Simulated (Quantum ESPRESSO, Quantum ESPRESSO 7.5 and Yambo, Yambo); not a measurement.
## Beyond one shot: MgO (Periclase)

Aim: iterate the self-energy on MgO (Periclase) and follow the gap from cycle to cycle.

Calculated with Quantum ESPRESSO 7.5 and Yambo 5.3.0; PBE and many-body steps on it, plane waves.

Report form: the programs' logs are mostly left out.

The database entry behind the starting cell differs from later determinations by our own check (about 0.1 % long), so it need not match the best structure at ambient conditions.

## Step 1: The structure

Symmetry: Fm-3m, No. 225, cubic system. Conventional cell: a = 4.217 Å, b = 4.217 Å, c = 4.217 Å, α = 90.00°, β = 90.00°, γ = 90.00°. Nearest to Mg lie 6 O at 2.11 Å. O has 6 Mg at 2.11 Å nearest. Farther neighbours and most contacts between anions are not listed.

Structure file:

```cif
data_structure
_symmetry_space_group_name_H-M 'Fm-3m'
_symmetry_Int_Tables_number 225
_cell_length_a 4.2170
_cell_length_b 4.2170
_cell_length_c 4.2170
_cell_angle_alpha 90.000
_cell_angle_beta 90.000
_cell_angle_gamma 90.000
_cell_volume 74.99
loop_
_atom_site_label
_atom_site_type_symbol
_atom_site_symmetry_multiplicity
_atom_site_Wyckoff_symbol
_atom_site_fract_x
_atom_site_fract_y
_atom_site_fract_z
_atom_site_occupancy
Mg1 Mg 4 a 0.00000 0.00000 0.00000 1
O1 O 4 b 0.50000 0.00000 0.00000 1
```

The cell and positions come from the Crystallography Open Database and are kept as given unless a step says otherwise.

## Step 2: Empty states on the mesh, 4×4×4 mesh, 86 bands

This step: Quantum ESPRESSO 7.5; DFT, PBE, plane waves, norm-conserving pseudopotentials.

The sums over transitions need many empty states on a uniform mesh; this step solves for them.

pw.in

```
&control
  calculation = 'nscf'
  prefix = 'x'
  outdir = 'o'
  pseudo_dir = 'pseudo'
/
&system
  ibrav = 0
  nat = 2
  ntyp = 2
  ecutwfc = 76.0
  nbnd = 86
  force_symmorphic = .true.
/
&electrons
  conv_thr = 1e-9
  electron_maxstep = 80
  diago_full_acc = .true.
  diago_thr_init = 5e-6
/
ATOMIC_SPECIES
  Mg 24.305 Mg.upf
  O 15.999 O.upf
CELL_PARAMETERS angstrom
  -0.0000000000 2.1085000000 2.1085000000
  2.1085000000 0.0000000000 2.1085000000
  2.1085000000 2.1085000000 0.0000000000
ATOMIC_POSITIONS crystal
  Mg 0.0000000000 0.0000000000 0.0000000000
  O 0.5000000000 0.5000000000 0.5000000000
K_POINTS automatic
  4 4 4 0 0 0
```

Started as:

```bash
> OMP_NUM_THREADS=1 mpirun -n 4 pw.x -nk 4 -in pw.in > pw.out
```

The job ended after 2 s (4 MPI ranks of Arm Neoverse V1, shared host; peak memory 0.05 GiB).

This step gave:

```yaml
gap: 4.733 eV
k_of_the_valence_top: 0, 0, 0
k_of_the_conduction_bottom: 0, 0, 0
least_direct_gap: 4.733 eV
k_points_computed: 8
lowest_point_of_the_top_converged_band_above_the_valence_top: 137.1542 eV
```

On this mesh the gap is 4.733 eV.

The density comes from a self-consistent run that is not shown.

## Step 3: Conversion and set-up

This step: Yambo 5.3.0; conversion and set-up on PBE, plane waves, norm-conserving pseudopotentials.

The states are converted to the many-body program's format and the q mesh is built.

Started as:

```bash
> (cd o/x.save; p2y > p2y.log; mv SAVE ../..); yambo > setup.log
```

The job ended after 1.8 s (1 MPI rank; peak memory 0.23 GiB).

## Step 4: G0W0

Now the one-shot GW correction: screening in the RPA, then the self-energy of the levels asked for.

This step: G0W0 on PBE, plane waves, norm-conserving pseudopotentials.

gw1.in

```
HF_and_locXC
gw0
dyson
ppa
em1d
rim_cut
RandQpts= 1000000
RandGvec= 1 RL
EXXRLvcs= 76 Ry
VXCRLvcs= 304 Ry
Chimod= "HARTREE"
% BndsRnXp
 1 | 86 |
%
NGsBlkXp= 15.5 Ry
% LongDrXp
 1 | 1 | 1 |
%
% GbndRnge
 1 | 86 |
%
DysSolver= "n"
ExtendOut
PPAPntXp= 27.21138 eV
% QPkrange
 1 | 1 | 7 | 10 |
%
```

Started as:

```bash
> OMP_NUM_THREADS=1 mpirun -n 4 yambo -F gw1.in -J gw1 -C gw1 > gw1.log
```

Run time: 19 s. Hardware: 4 MPI ranks; peak memory 1.1 GiB; 74 s of CPU time.

Numbers from this step:

```yaml
g0w0_gap_on_the_points_computed: 6.963 eV
starting_gap_on_the_mesh: 4.733 eV
k_of_the_valence_top: 0, 0, 0
k_of_the_conduction_bottom: 0, 0, 0
least_direct_g0w0_gap_on_the_computed_points: 6.963 eV
z_at_the_valence_top: 0.8005
z_at_the_conduction_bottom: 0.8499
```

The gap on the mesh goes from 4.73 eV to 6.96 eV, a correction of +2.23 eV.

## Step 5: evGW0, cycle 1

This step: evGW0 on PBE, plane waves, norm-conserving pseudopotentials.

gw3.in, as its differences from gw1.in of step 4:

```diff
@@ -25,3 +25,4 @@
 % QPkrange
- 1 | 1 | 7 | 10 |
+ 1 | 8 | 6 | 12 |
 %
+GfnQPdb= "E < ./gw2/ndb.QP"
```

Started as:

```bash
> OMP_NUM_THREADS=1 mpirun -n 4 yambo -F gw3.in -J gw3,gw1_W -C gw3 > gw3.log
```

It took 89 s on 4 MPI ranks; peak memory 1.2 GiB.

This step gave:

```
quasiparticle gap on the mesh                         : 7.213 eV
gap of the density functional on the mesh             : 4.733 eV
k of the valence top                                  : 0, 0, 0
k of the conduction bottom                            : 0, 0, 0
least direct quasiparticle gap on the computed points : 7.213 eV
Z at the valence top                                  : 0.8055
Z at the conduction bottom                            : 0.8663
```

Against G0W0 in Yambo (4×4×4 mesh, 86 bands, screening to 210.9 eV, Godby-Needs plasmon pole), the gap moves by +0.249 eV.

The program's own table gives 7.511 eV, which is too large where the input levels are shifted: this version takes Σc at the unshifted level E₀, yet steps from the shifted one. The value above is the Newton step from E₀, E₀ + Z(Σc + Σx − Vxc), rebuilt from the printed columns.

## Step 6: evGW0, cycle 2

The corrected levels of the last cycle go back in.

gw4.in, as its differences from gw3.in of step 5:

```diff
@@ -27,2 +27,2 @@
 %
-GfnQPdb= "E < ./gw2/ndb.QP"
+GfnQPdb= "E < ./gw3_fix/ndb.QP"
```

Started as:

```bash
> OMP_NUM_THREADS=1 mpirun -n 4 yambo -F gw4.in -J gw4,gw1_W -C gw4 > gw4.log
```

It took 89 s on 4 MPI ranks; peak memory 1.2 GiB.

Numbers from this step:

| Quantity | Value |
| --- | --- |
| quasiparticle gap on the mesh | 7.239 eV |
| gap of the density functional on the mesh | 4.733 eV |
| k of the valence top | 0, 0, 0 |
| k of the conduction bottom | 0, 0, 0 |
| least direct quasiparticle gap on the computed points | 7.239 eV |

Against the cycle before, the gap moves by +0.027 eV.

The program's own table gives 7.566 eV, which is too large where the input levels are shifted: this version takes Σc at the unshifted level E₀, yet steps from the shifted one. The value above is the Newton step from E₀, E₀ + Z(Σc + Σx − Vxc), rebuilt from the printed columns.

## Step 7: evGW0, cycle 3

gw5.in, as its differences from gw4.in of step 6:

```diff
@@ -27,2 +27,2 @@
 %
-GfnQPdb= "E < ./gw3_fix/ndb.QP"
+GfnQPdb= "E < ./gw4_fix/ndb.QP"
```

Started as:

```bash
> OMP_NUM_THREADS=1 mpirun -n 4 yambo -F gw5.in -J gw5,gw1_W -C gw5 > gw5.log
```

The job ended after 89 s (4 MPI ranks; peak memory 1.2 GiB; 5.9 min of CPU time).

Numbers from this step:

| Quantity | Value |
| --- | --- |
| quasiparticle gap on the mesh | 7.242 eV |
| gap of the density functional on the mesh | 4.733 eV |
| k of the valence top | 0, 0, 0 |
| k of the conduction bottom | 0, 0, 0 |
| least direct quasiparticle gap on the computed points | 7.242 eV |

Against the cycle before, the gap moves by +0.003 eV.

The program's own table gives 7.572 eV, which is too large where the input levels are shifted: this version takes Σc at the unshifted level E₀, yet steps from the shifted one. The value above is the Newton step from E₀, E₀ + Z(Σc + Σx − Vxc), rebuilt from the printed columns.

## Step 8: evGW, cycle 1

This step: evGW on PBE, plane waves, norm-conserving pseudopotentials.

gw6.in, as its differences from gw5.in of step 7:

```diff
@@ -27,2 +27,3 @@
 %
-GfnQPdb= "E < ./gw4_fix/ndb.QP"
+GfnQPdb= "E < ./gw2/ndb.QP"
+XfnQPdb= "E < ./gw2/ndb.QP"
```

Started as:

```bash
> OMP_NUM_THREADS=1 mpirun -n 4 yambo -F gw6.in -J gw6 -C gw6 > gw6.log
```

Run time: 1.7 min. Hardware: 4 MPI ranks; peak memory 1.2 GiB.

Numbers from this step:

```yaml
quasiparticle_gap_on_the_mesh: 7.695 eV
gap_of_the_density_functional_on_the_mesh: 4.733 eV
k_of_the_valence_top: 0, 0, 0
k_of_the_conduction_bottom: 0, 0, 0
least_direct_quasiparticle_gap_on_the_computed_points: 7.695 eV
```

Against G0W0 in Yambo (4×4×4 mesh, 86 bands, screening to 210.9 eV, Godby-Needs plasmon pole), the gap moves by +0.732 eV.

The program's own table gives 7.957 eV, which is too large where the input levels are shifted: this version takes Σc at the unshifted level E₀, yet steps from the shifted one. The value above is the Newton step from E₀, E₀ + Z(Σc + Σx − Vxc), rebuilt from the printed columns.

## Step 9: evGW, cycle 2

gw7.in, as its differences from gw6.in of step 8:

```diff
@@ -27,3 +27,3 @@
 %
-GfnQPdb= "E < ./gw2/ndb.QP"
-XfnQPdb= "E < ./gw2/ndb.QP"
+GfnQPdb= "E < ./gw6_fix/ndb.QP"
+XfnQPdb= "E < ./gw6_fix/ndb.QP"
```

Started as:

```bash
> OMP_NUM_THREADS=1 mpirun -n 4 yambo -F gw7.in -J gw7 -C gw7 > gw7.log
```

Wall time 1.7 min (4 MPI ranks); peak memory 1.2 GiB.

This step gave:

| Item | Value |
| --- | --- |
| quasiparticle gap on the mesh | 7.901 eV |
| gap of the density functional on the mesh | 4.733 eV |
| k of the valence top | 0, 0, 0 |
| k of the conduction bottom | 0, 0, 0 |
| least direct quasiparticle gap on the computed points | 7.901 eV |

Against the cycle before, the gap moves by +0.206 eV.

The program's own table gives 8.225 eV, which is too large where the input levels are shifted: this version takes Σc at the unshifted level E₀, yet steps from the shifted one. The value above is the Newton step from E₀, E₀ + Z(Σc + Σx − Vxc), rebuilt from the printed columns.

## Step 10: evGW, cycle 3

gw8.in, as its differences from gw7.in of step 9:

```diff
@@ -27,3 +27,3 @@
 %
-GfnQPdb= "E < ./gw6_fix/ndb.QP"
-XfnQPdb= "E < ./gw6_fix/ndb.QP"
+GfnQPdb= "E < ./gw7_fix/ndb.QP"
+XfnQPdb= "E < ./gw7_fix/ndb.QP"
```

Started as:

```bash
> OMP_NUM_THREADS=1 mpirun -n 4 yambo -F gw8.in -J gw8 -C gw8 > gw8.log
```

Wall time 1.7 min (4 MPI ranks); peak memory 1.2 GiB.

This step gave:

```yaml
quasiparticle_gap_on_the_mesh: 7.955 eV
gap_of_the_density_functional_on_the_mesh: 4.733 eV
k_of_the_valence_top: 0, 0, 0
k_of_the_conduction_bottom: 0, 0, 0
least_direct_quasiparticle_gap_on_the_computed_points: 7.955 eV
```

Against the cycle before, the gap moves by +0.054 eV.

The program's own table gives 8.295 eV, which is too large where the input levels are shifted: this version takes Σc at the unshifted level E₀, yet steps from the shifted one. The value above is the Newton step from E₀, E₀ + Z(Σc + Σx − Vxc), rebuilt from the printed columns.

## Step 11: evGW, cycle 4

gw9.in, as its differences from gw8.in of step 10:

```diff
@@ -27,3 +27,3 @@
 %
-GfnQPdb= "E < ./gw7_fix/ndb.QP"
-XfnQPdb= "E < ./gw7_fix/ndb.QP"
+GfnQPdb= "E < ./gw8_fix/ndb.QP"
+XfnQPdb= "E < ./gw8_fix/ndb.QP"
```

Started as:

```bash
> OMP_NUM_THREADS=1 mpirun -n 4 yambo -F gw9.in -J gw9 -C gw9 > gw9.log
```

The job ended after 1.7 min (4 MPI ranks; peak memory 1.2 GiB).

Numbers from this step:

```yaml
quasiparticle_gap_on_the_mesh: 7.968 eV
gap_of_the_density_functional_on_the_mesh: 4.733 eV
k_of_the_valence_top: 0, 0, 0
k_of_the_conduction_bottom: 0, 0, 0
least_direct_quasiparticle_gap_on_the_computed_points: 7.968 eV
```

Against the cycle before, the gap moves by +0.014 eV.

The program's own table gives 8.313 eV, which is too large where the input levels are shifted: this version takes Σc at the unshifted level E₀, yet steps from the shifted one. The value above is the Newton step from E₀, E₀ + Z(Σc + Σx − Vxc), rebuilt from the printed columns.

## Step 12: evGW, cycle 5

gw10.in, as its differences from gw9.in of step 11:

```diff
@@ -27,3 +27,3 @@
 %
-GfnQPdb= "E < ./gw8_fix/ndb.QP"
-XfnQPdb= "E < ./gw8_fix/ndb.QP"
+GfnQPdb= "E < ./gw9_fix/ndb.QP"
+XfnQPdb= "E < ./gw9_fix/ndb.QP"
```

Started as:

```bash
> OMP_NUM_THREADS=1 mpirun -n 4 yambo -F gw10.in -J gw10 -C gw10 > gw10.log
```

The job ended after 1.7 min (4 MPI ranks; peak memory 1.2 GiB).

This step gave:

```
quasiparticle gap on the mesh                         : 7.972 eV
gap of the density functional on the mesh             : 4.733 eV
k of the valence top                                  : 0, 0, 0
k of the conduction bottom                            : 0, 0, 0
least direct quasiparticle gap on the computed points : 7.972 eV
```

Against the cycle before, the gap moves by +0.003 eV.

The program's own table gives 8.317 eV, which is too large where the input levels are shifted: this version takes Σc at the unshifted level E₀, yet steps from the shifted one. The value above is the Newton step from E₀, E₀ + Z(Σc + Σx − Vxc), rebuilt from the printed columns.

## Step 13: The runs together

Times are wall times on 4 MPI ranks of Arm Neoverse V1, shared host, good to a factor of about two.

| run | mesh | bands | screening cutoff (eV) | DFT gap (eV) | gap on the mesh (eV) | direct (eV) | time |
| --- | --- | --- | --- | --- | --- | --- | --- |
| G0W0 | 4×4×4 | 86 | 210.9 | 4.733 | 6.963 | 6.963 | 19 s |
| evGW0, cycle 1 | 4×4×4 | 86 | 210.9 | 4.733 | 7.213 | 7.213 | 89 s |
| evGW0, cycle 2 | 4×4×4 | 86 | 210.9 | 4.733 | 7.239 | 7.239 | 89 s |
| evGW0, cycle 3 | 4×4×4 | 86 | 210.9 | 4.733 | 7.242 | 7.242 | 89 s |
| evGW, cycle 1 | 4×4×4 | 86 | 210.9 | 4.733 | 7.695 | 7.695 | 1.7 min |
| evGW, cycle 2 | 4×4×4 | 86 | 210.9 | 4.733 | 7.901 | 7.901 | 1.7 min |
| evGW, cycle 3 | 4×4×4 | 86 | 210.9 | 4.733 | 7.955 | 7.955 | 1.7 min |
| evGW, cycle 4 | 4×4×4 | 86 | 210.9 | 4.733 | 7.968 | 7.968 | 1.7 min |
| evGW, cycle 5 | 4×4×4 | 86 | 210.9 | 4.733 | 7.972 | 7.972 | 1.7 min |

## Step 14: Results

| Item | Value |
| --- | --- |
| G0W0 | 6.963 eV |
| evGW0, cycle 1 | 7.213 eV |
| evGW0, cycle 2 | 7.239 eV |
| evGW0, cycle 3 | 7.242 eV |
| evGW, cycle 1 | 7.695 eV |
| evGW, cycle 2 | 7.901 eV |
| evGW, cycle 3 | 7.955 eV |
| evGW, cycle 4 | 7.968 eV |
| evGW, cycle 5 | 7.972 eV |
| known limits | not at the basis limit; coarse k mesh |

In words: evGW0 ends at 7.24 eV, +0.28 eV from G0W0, after 3 cycles that took 4.4 min beside the first screening; the last moved the gap by 0.003 eV. evGW ends at 7.97 eV, +1.01 eV from G0W0, after 5 cycles that took 8.5 min beside the first screening; the last moved the gap by 0.003 eV. Bands and cutoff are finite, so the gap is not at the basis limit. The miss can reach some tenths of an eV and take either sign; the mesh is an error of its own. The 4×4×4 mesh is coarse for this cell, which bears on the long-range parts of exchange and screening.

[Paths, hosts, dates, memory and timing lines, banners, echoed tables and standing remarks are left out of the program output.]

[Logs are printed without paths, hosts, clocks, repeated set-up lines and the standing remarks that a program may print on its own settings, such as how far it seeks lower states.]

[Runs of the session that timed out or met a known fault of the program may be left out.]

[Hosts, paths, dates, database ids (printed as entryN), source tags and the programs' standing remarks are cut or masked in the printed files.]
